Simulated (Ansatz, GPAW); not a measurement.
# Ballistic transport through 1,4-phenylene between two Pt chains, from relaxation to T(E), part 2 of 2

Aim: the conductance of 1,4-phenylene between two Pt chains after relaxation, and whether geometry, basis or functional moves it most.

GPAW 26.7.0 and Ansatz 0.2.0; Ansatz plane waves; relaxation of the junction with the lead ends held (the session's first sound run).

So far, transmission at the Fermi level (one spin): step 3 (plane waves, PBE) 1.20. Also open channels of the lead at the Fermi level (one spin): step 3 4.

### Step 4. GPAW, dzp

Localised orbitals split the wire into layers that couple to their neighbours alone, which is what the Green's function method needs; double zeta with polarisation is the usual level for numbers.

This step: GPAW LCAO, PAW setups; Landauer transmission from Green's functions with principal layers (ASE), zero bias (GPAW 26.7.0).

run.py reads:

```python
import json
import numpy as np
from ase import Atoms
from ase.transport.calculators import TransportCalculator
from gpaw import GPAW, FermiDirac
from gpaw.lcao.tools import get_lcao_hamiltonian
from scipy.linalg import eigh

# The junction with lead layers at both ends, along the third cell vector
device = Atoms(
    ['Pt', 'Pt', 'Pt', 'Pt', 'Pt', 'Pt', 'Pt', 'Pt', 'C', 'H', 'H', 'C', 'C', 'C', 'C', 'H', 'H', 'C', 'Pt', 'Pt', 'Pt', 'Pt', 'Pt', 'Pt', 'Pt', 'Pt'],
    positions=[
        [5.39909, 4.50000, 1.20000],
        [5.39909, 4.50000, 3.60000],
        [5.39909, 4.50000, 6.00000],
        [5.39909, 4.50000, 8.40000],
        [5.39909, 4.50000, 10.80000],
        [5.39909, 4.50000, 13.20000],
        [4.90842, 4.48111, 15.64736],
        [5.76431, 4.50319, 18.02183],
        [5.39904, 4.48955, 19.98844],
        [7.57842, 4.53893, 20.25376],
        [3.23648, 4.43466, 20.23955],
        [6.60609, 4.51747, 20.75216],
        [4.19830, 4.45919, 20.75334],
        [6.60611, 4.51751, 22.15698],
        [4.19849, 4.45907, 22.15557],
        [7.57847, 4.53942, 22.65528],
        [3.23673, 4.43430, 22.66944],
        [5.39910, 4.48936, 22.92066],
        [5.76390, 4.50425, 24.88731],
        [4.90913, 4.48108, 27.26286],
        [5.39909, 4.50000, 29.70965],
        [5.39909, 4.50000, 32.10965],
        [5.39909, 4.50000, 34.50965],
        [5.39909, 4.50000, 36.90965],
        [5.39909, 4.50000, 39.30965],
        [5.39909, 4.50000, 41.70965]],
    cell=[[10.79818, 0.0, 0.0], [0.0, 9.0, 0.0], [0.0, 0.0, 42.90965]],
    pbc=True)

# One principal layer of the lead: the first 5 atoms of the device
lead = Atoms(
    ['Pt', 'Pt', 'Pt', 'Pt', 'Pt'],
    positions=[
        [5.39909, 4.50000, 1.20000],
        [5.39909, 4.50000, 3.60000],
        [5.39909, 4.50000, 6.00000],
        [5.39909, 4.50000, 8.40000],
        [5.39909, 4.50000, 10.80000]],
    cell=[[10.79818, 0.0, 0.0], [0.0, 9.0, 0.0], [0.0, 0.0, 12.0]],
    pbc=True)

settings = dict(mode='lcao', basis='dzp', xc='PBE', h=0.2,
                occupations=FermiDirac(0.1), maxiter=250,
                mixer=dict(beta=0.1, nmaxold=8, weight=100.0),
                convergence=dict(density=0.0001))
energies = np.arange(-2, 2 + 1e-9, 0.025)
eta = 0.0001
n1, n2 = 1, 1
# k and -k transmit alike, so half of the mesh across the current serves
mesh = [(i, j) for i in range(n1) for j in range(n2) if (i, j) <= (-i % n1, -j % n2)]
weights = np.array([1 if (i, j) == (-i % n1, -j % n2) else 2 for i, j in mesh]) / (n1 * n2)

# [... helper functions left out ...]
fermi_lead = ground_state(lead, (1, 1, 10), 'lead.txt')
fermi_device = ground_state(device, (1, 1, 2), 'device.txt')
# [... loop over the mesh left out, but for ...]
        # Shift the lead onto the potential of the device's first layer
        shift = ((H[:, 0, 0] - H0[:, 0, 0]) / S0[0, 0]).real.mean()
# [...]
kT = 8.617333e-5 * 300
bias = [0.1, 0.2, 0.5, 1.0, 1.5, 2.0]
# [... integrals and printing left out ...]
```

The run is started by

```console
> OMP_NUM_THREADS=1 OPENBLAS_NUM_THREADS=1 python run.py
```

It took 3.8 min on 1 thread of Arm Neoverse V2, shared host; peak memory 1.8 GiB.

Numbers from this step:

- conductance: 1.172 G₀
- thermopower: -3.777 μV/K
- largest coupling past the next principal layer: 8.09e-6 eV
- largest misfit of the first principal layer: 0.2098 eV
- shift that aligns the lead: 0.002279 eV
- basis functions of the junction: 530
- basis functions of a principal layer: 135
- transmission at the Fermi level (one spin): 1.209

One spin. Transmission, zone mean against energy, zero at the Fermi level:

energy (eV), transmission, zone mean and a bar:
```
   -2.000       1.05 #########################
   -1.900       1.07 ##########################
   -1.800       1.08 ##########################
   -1.700       1.10 ##########################
   -1.600       1.12 ###########################
   -1.500       1.15 ############################
   -1.475       1.16 ############################
   -1.400       1.07 #########################
   -1.300       1.14 ###########################
   -1.200       1.17 ############################
   -1.100       1.19 #############################
   -1.000       1.23 ##############################
   -0.950       1.25 ##############################
   -0.900       1.24 ##############################
   -0.800       1.12 ###########################
   -0.700       1.01 ########################
   -0.600       1.22 #############################
   -0.500       1.09 ##########################
   -0.450       1.18 ############################
   -0.400       1.11 ##########################
   -0.300       1.08 ##########################
   -0.200       0.76 ##################
   -0.100       1.00 ########################
    0.000       1.21 #############################
    0.025       1.22 #############################
    0.100       1.10 ##########################
    0.200       0.71 #################
    0.300       0.42 ##########
    0.400       0.29 #######
    0.500       0.22 #####
    0.600       0.17 ####
    0.700       0.13 ###
    0.800       0.09 ##
    0.900       0.07 #
    1.000       0.06 #
    1.100       0.05 #
    1.200       0.04 #
    1.300       0.04 
    1.400       0.04 
    1.500       0.03 
    1.600       0.03 
    1.700       0.03 
    1.800       0.02 
    1.900       0.02 
    2.000       0.02
```

Not self-consistent under bias; the bias window is split evenly. Table of current through one cell, from the zero-bias transmission by bias:

| bias (V) | current through one cell, from the zero-bias transmission (μA) |
| --- | --- |
| 0.100 | 8.98 |
| 0.200 | 17.4 |
| 0.500 | 36.9 |
| 1.000 | 64.2 |
| 1.500 | 88.6 |
| 2.000 | 113 |

The transmission of the three most open eigenchannels by energy, zero at the Fermi level:

| energy (eV) | channel 1 | channel 2 | channel 3 |
| --- | --- | --- | --- |
| -2.000 | 0.995 | 0.0591 | 3.5e-8 |
| -1.800 | 0.996 | 0.0877 | 5.3e-5 |
| -1.600 | 0.988 | 0.135 | 1.9e-4 |
| -1.400 | 0.894 | 0.173 | 3.6e-4 |
| -1.200 | 0.984 | 0.183 | 5.3e-4 |
| -1.000 | 0.973 | 0.259 | 6.9e-4 |
| -0.800 | 0.861 | 0.239 | 0.00852 |
| -0.600 | 0.993 | 0.150 | 0.0428 |
| -0.400 | 0.958 | 0.136 | 0.00857 |
| -0.200 | 0.564 | 0.195 | 0.00168 |
| 0.000 | 0.973 | 0.235 | 4.8e-4 |
| 0.200 | 0.521 | 0.186 | 1.1e-4 |
| 0.400 | 0.182 | 0.112 | 1.1e-5 |
| 0.600 | 0.151 | 0.0182 | 3.4e-6 |
| 0.800 | 0.0851 | 7.2e-10 | 9.7e-12 |
| 1.000 | 0.0593 | 7.3e-10 | 0 |
| 1.200 | 0.0448 | 7.3e-10 | 0 |
| 1.400 | 0.0354 | 7.3e-10 | 0 |
| 1.600 | 0.0289 | 7.3e-10 | 0 |
| 1.800 | 0.0242 | 7.3e-10 | 0 |
| 2.000 | 0.0206 | 7.3e-10 | 0 |

At the Fermi level T is 1.21 against 1.20 in plane waves. Couplings past the next layer reach 8.1e-6 eV, small enough to drop; the matrix elements of the cell's first layer differ from the bulk lead's by up to 0.21 eV. That layer keeps its own values in the calculation, and only beyond it is the lead taken as perfect. The Fermi levels of lead and junction count from different zeros of potential, one for each periodic cell; with both set to zero, the small remaining shift is what aligns them. Without spin-orbit coupling, which is large for these atoms, channel counts and T are those of the scalar-relativistic bands. By hand: G = 1.172 × 77.48 μS = 90.8 μS, a resistance of 11.0 kΩ; at 0.1 V a linear junction would pass 9.08 μA, and the integral over the bias window gives 8.98 μA. Mott's formula, S = -(π²/3)(k_B²T/e) d ln T/dE, has the prefactor 7.33 μV/K·eV at 300 K; T = 1.172 at -0.025 eV and 1.223 at 0.025 eV give a slope of 0.857 per eV and S = -6.28 μV/K, beside -3.78 μV/K from the thermal integral, which interpolates the same grid.

### Step 5. GPAW, szp: basis = "szp(dzp)"

One radial function a shell plus polarisation makes the matrices smaller; the question is what that costs.

Changes to run.py since step 4:

```diff
@@ -53,3 +53,3 @@
 
-settings = dict(mode='lcao', basis='dzp', xc='PBE', h=0.2,
+settings = dict(mode='lcao', basis='szp(dzp)', xc='PBE', h=0.2,
                 occupations=FermiDirac(0.1), maxiter=250,
```

Elapsed: 2.1 min, on 1 thread; peak memory 1.7 GiB.

Numbers from this step:

```
conductance                                    : 1.125 G₀
thermopower                                    : 15.14 μV/K
largest coupling past the next principal layer : 8.13e-6 eV
largest misfit of the first principal layer    : 0.2238 eV
shift that aligns the lead                     : 4.57e-4 eV
basis functions of the junction                : 310
basis functions of a principal layer           : 75
transmission at the Fermi level (one spin)     : 1.172
```

One spin. Transmission, zone mean against energy, zero at the Fermi level:

energy (eV), transmission, zone mean and a bar:
```
   -2.000       1.03 #########################
   -1.900       1.04 #########################
   -1.800       1.05 #########################
   -1.700       1.00 ########################
   -1.600       0.98 #######################
   -1.500       1.04 #########################
   -1.400       1.08 ##########################
   -1.300       1.09 ##########################
   -1.200       1.11 ##########################
   -1.100       1.13 ###########################
   -1.000       1.14 ###########################
   -0.975       1.14 ###########################
   -0.900       1.11 ###########################
   -0.800       1.00 ########################
   -0.700       0.92 ######################
   -0.600       1.15 ###########################
   -0.500       1.15 ###########################
   -0.475       1.16 ############################
   -0.400       1.00 ########################
   -0.300       1.04 #########################
   -0.200       0.80 ###################
   -0.100       1.19 ############################
   -0.050       1.26 ##############################
    0.000       1.17 ############################
    0.100       0.76 ##################
    0.200       0.44 ##########
    0.300       0.29 #######
    0.400       0.21 #####
    0.500       0.16 ####
    0.600       0.12 ###
    0.700       0.08 ##
    0.800       0.06 #
    0.900       0.05 #
    1.000       0.04 #
    1.100       0.04 #
    1.200       0.03 
    1.300       0.03 
    1.400       0.03 
    1.500       0.02 
    1.600       0.02 
    1.700       0.02 
    1.800       0.02 
    1.900       0.02 
    2.000       0.01
```

The conductance, 1.12 G₀, lies 4.0 % below that of the dzp run.

### Step 6. GPAW, sz: basis = "sz(dzp)"

One function for each valence shell of the setup, as for a first survey of a large system.

Changes to run.py since step 5:

```diff
@@ -53,3 +53,3 @@
 
-settings = dict(mode='lcao', basis='szp(dzp)', xc='PBE', h=0.2,
+settings = dict(mode='lcao', basis='sz(dzp)', xc='PBE', h=0.2,
                 occupations=FermiDirac(0.1), maxiter=250,
```

Elapsed: 90 s, on 1 thread; peak memory 1.6 GiB.

Numbers from this step:

- conductance: 1.012 G₀
- thermopower: 23.72 μV/K
- largest coupling past the next principal layer: 8.11e-6 eV
- largest misfit of the first principal layer: 0.08404 eV
- shift that aligns the lead: 0.002247 eV
- basis functions of the junction: 220
- basis functions of a principal layer: 60
- transmission at the Fermi level (one spin): 1.041

The conductance, 1.01 G₀, lies 14 % below that of the dzp run.

### Step 7. RPBE in the dzp basis: xc = "RPBE"

Back in the dzp basis, the functional changes from PBE to RPBE, to set the spread between functionals beside that between bases.

Changes to run.py since step 6:

```diff
@@ -53,3 +53,3 @@
 
-settings = dict(mode='lcao', basis='sz(dzp)', xc='PBE', h=0.2,
+settings = dict(mode='lcao', basis='dzp', xc='RPBE', h=0.2,
                 occupations=FermiDirac(0.1), maxiter=250,
```

Run time: 4 min. Hardware: 1 thread; peak memory 1.8 GiB.

This step gave:

| Property | Result |
| --- | --- |
| conductance | 1.177 G₀ |
| thermopower | -2.734 μV/K |
| largest coupling past the next principal layer | 8.00e-6 eV |
| largest misfit of the first principal layer | 0.2046 eV |
| shift that aligns the lead | 0.001386 eV |
| basis functions of the junction | 530 |
| basis functions of a principal layer | 135 |
| transmission at the Fermi level (one spin) | 1.214 |

The conductance, 1.18 G₀, lies 0.4 % above that of the dzp run.

### Step 8. Without the relaxation: geometry = "as built"

The dzp basis with PBE on the structure as first built shows what the relaxation was worth.

Changes to run.py since step 7:

```diff
@@ -18,16 +18,16 @@
         [5.39909, 4.50000, 13.20000],
-        [4.90842, 4.48111, 15.64736],
-        [5.76431, 4.50319, 18.02183],
-        [5.39904, 4.48955, 19.98844],
-        [7.57842, 4.53893, 20.25376],
-        [3.23648, 4.43466, 20.23955],
-        [6.60609, 4.51747, 20.75216],
-        [4.19830, 4.45919, 20.75334],
-        [6.60611, 4.51751, 22.15698],
-        [4.19849, 4.45907, 22.15557],
-        [7.57847, 4.53942, 22.65528],
-        [3.23673, 4.43430, 22.66944],
-        [5.39910, 4.48936, 22.92066],
-        [5.76390, 4.50425, 24.88731],
-        [4.90913, 4.48108, 27.26286],
+        [5.39909, 4.50000, 15.60000],
+        [5.39909, 4.50000, 18.00000],
+        [5.39909, 4.50000, 20.06000],
+        [7.54818, 4.50000, 20.21405],
+        [3.25000, 4.50000, 20.21405],
+        [6.60705, 4.50000, 20.75741],
+        [4.19114, 4.50000, 20.75741],
+        [6.60705, 4.50000, 22.15224],
+        [4.19114, 4.50000, 22.15224],
+        [7.54818, 4.50000, 22.69560],
+        [3.25000, 4.50000, 22.69560],
+        [5.39909, 4.50000, 22.84965],
+        [5.39909, 4.50000, 24.90965],
+        [5.39909, 4.50000, 27.30965],
         [5.39909, 4.50000, 29.70965],
@@ -53,3 +53,3 @@
 
-settings = dict(mode='lcao', basis='dzp', xc='RPBE', h=0.2,
+settings = dict(mode='lcao', basis='dzp', xc='PBE', h=0.2,
                 occupations=FermiDirac(0.1), maxiter=250,
```

Elapsed: 3.9 min, on 1 thread; peak memory 1.8 GiB.

This step gave:

| Quantity | Value |
| --- | --- |
| conductance | 1.075 G₀ |
| thermopower | -2.686 μV/K |
| largest coupling past the next principal layer | 8.09e-6 eV |
| largest misfit of the first principal layer | 0.1283 eV |
| shift that aligns the lead | -0.009179 eV |
| transmission at the Fermi level (one spin) | 1.075 |

The conductance, 1.07 G₀, lies 8.3 % below that of the dzp run.

### Step 9. The ladder

Times are wall times on the hardware named with each run. The runs compared:

| no. | run | conductance (G₀) | time | memory (GiB) |
| --- | --- | --- | --- | --- |
| 1 | pw PBE | 1.181 | 3.3 min | 6.9 |
| 2 | dzp | 1.172 | 3.8 min | 1.8 |
| 3 | szp | 1.125 | 2.1 min | 1.7 |
| 4 | sz | 1.012 | 90 s | 1.6 |
| 5 | dzp RPBE | 1.177 | 4 min | 1.8 |
| 6 | asbuilt | 1.075 | 3.9 min | 1.8 |

### Step 10. The levels side by side

The curves are compared point by point over the common energies.

This step: comparison of transmission and cost over codes, levels and geometry (GPAW 26.7.0).

Ladder, by row:

| step | code | T at the Fermi level (sum over the listed spins) | conductance (G0) | r.m.s. T(E) from the first | wall time (s) | peak memory (GiB) | threads |
| --- | --- | --- | --- | --- | --- | --- | --- |
| pw-pbe | Ansatz | 1.2 | 1.181 | 0 | 197.7 | 6.859 | 4 |
| dzp | GPAW | 1.209 | 1.172 | 0.09074 | 225.6 | 1.78 | 1 |
| szp | GPAW | 1.172 | 1.125 | 0.1689 | 126.7 | 1.71 | 1 |
| sz | GPAW | 1.041 | 1.012 | 0.2192 | 89.88 | 1.65 | 1 |
| dzp-RPBE | GPAW | 1.214 | 1.177 | 0.09702 | 238.9 | 1.79 | 1 |
| asbuilt | GPAW | 1.075 | 1.075 | 0.1973 | 234.6 | 1.79 | 1 |

Transmission, zone mean, sum over the listed spins against energy, zero at the Fermi level:

| energy (eV) | pw-pbe | dzp | szp | sz | dzp-RPBE | asbuilt |
| --- | --- | --- | --- | --- | --- | --- |
| -2.000 | 1.06 | 1.05 | 1.03 | 1.03 | 1.05 | 1.27 |
| -1.800 | 1.09 | 1.08 | 1.05 | 0.923 | 1.08 | 1.21 |
| -1.600 | 1.14 | 1.12 | 0.981 | 0.964 | 1.12 | 1.15 |
| -1.450 | 1.19 | 1.14 | 1.07 | 0.990 | 1.01 | 1.12 |
| -1.400 | 1.08 | 1.07 | 1.08 | 0.994 | 1.08 | 1.10 |
| -1.200 | 1.22 | 1.17 | 1.11 | 1.04 | 1.16 | 1.04 |
| -1.000 | 1.28 | 1.23 | 1.14 | 1.03 | 1.23 | 0.998 |
| -0.975 | 1.29 | 1.24 | 1.14 | 1.03 | 1.24 | 0.998 |
| -0.950 | 1.28 | 1.25 | 1.14 | 1.01 | 1.25 | 0.999 |
| -0.800 | 1.11 | 1.12 | 1.00 | 0.854 | 1.11 | 1.00 |
| -0.600 | 1.27 | 1.22 | 1.15 | 1.07 | 1.21 | 0.973 |
| -0.475 | 0.866 | 1.15 | 1.16 | 1.14 | 1.17 | 1.02 |
| -0.400 | 1.06 | 1.11 | 0.998 | 1.02 | 1.08 | 1.07 |
| -0.200 | 0.927 | 0.762 | 0.796 | 0.778 | 0.782 | 1.00 |
| -0.075 | 1.11 | 1.06 | 1.24 | 1.24 | 1.08 | 1.04 |
| -0.050 | 1.15 | 1.12 | 1.26 | 1.21 | 1.14 | 1.05 |
| 0.000 | 1.20 | 1.21 | 1.17 | 1.04 | 1.21 | 1.08 |
| 0.025 | 1.21 | 1.22 | 1.08 | 0.926 | 1.22 | 1.09 |
| 0.200 | 0.832 | 0.707 | 0.442 | 0.355 | 0.700 | 1.10 |
| 0.400 | 0.329 | 0.294 | 0.214 | 0.186 | 0.293 | 0.803 |
| 0.600 | 0.184 | 0.169 | 0.123 | 0.111 | 0.170 | 0.396 |
| 0.800 | 0.0977 | 0.0851 | 0.0627 | 0.0593 | 0.0863 | 0.0562 |
| 1.000 | 0.0649 | 0.0593 | 0.0438 | 0.0422 | 0.0599 | 0.0319 |
| 1.200 | 0.0489 | 0.0448 | 0.0328 | 0.0321 | 0.0449 | 0.0197 |
| 1.400 | 0.0385 | 0.0354 | 0.0257 | 0.0256 | 0.0352 | 0.0127 |
| 1.600 | 0.0313 | 0.0289 | 0.0208 | 0.0212 | 0.0285 | 0.00829 |
| 1.800 | 0.0259 | 0.0242 | 0.0172 | 0.0181 | 0.0236 | 0.00540 |
| 2.000 | 0.0218 | 0.0206 | 0.0145 | 0.0158 | 0.0199 | 0.00343 |

### Step 11. Outcome

| Quantity | Value |
| --- | --- |
| conductance | 1.17 G₀ |
| transmission at the Fermi level, mean of the spins | 1.21 |
| thermopower | -3.78 μV/K |

**Reading.** In the dzp basis the junction conducts 1.17 G₀ at 300 K, with T = 1.21 a spin at the Fermi level; the szp basis reaches that conductance within 10 %. Relaxation moved atoms by up to 0.49 Å and took the conductance from 1.07 to 1.17 G₀, as a ratio a smaller change than the step from dzp to the minimal basis. Plane waves (PBE) give T = 1.20 there. At the Fermi level two eigenchannels carry the current (0.97 and 0.23). Measured against the first run (pw-pbe), the nearest curve is that of dzp (r.m.s. 0.091) and the farthest that of sz (0.22). Over the compared runs wall time goes from 90 s (sz) to 239 s (dzp-RPBE), on a shared host; the plane-wave run used 4 threads and the orbital runs 1. The leads kept an estimated spacing and the cell its length, so the junction may be under some tension or compression. The run had no spin polarisation, so a magnetic state, which chains and small molecules with open shells often have, wasn't tested. Spin-orbit coupling is left out, which matters for the heavy atoms here. Semilocal functionals put molecular levels too near the Fermi level, so such conductances usually come out too high, and chain electrodes have a sharper density of states than real ones. An evenly spaced straight chain is an idealisation: free chains tend to dimerise, zigzag or, where a band edge lies near the Fermi level, turn magnetic. The currents use the zero-bias T(E) throughout, which holds only while the bias is small against the distance to the nearest feature.

[Logs are printed without paths, hosts, clocks, repeated set-up lines and the standing remarks that a program may print on its own settings, such as how far it seeks lower states.]

[Hosts, paths, dates, database ids (printed as entryN), source tags and the programs' standing remarks are cut or masked in the printed files.]
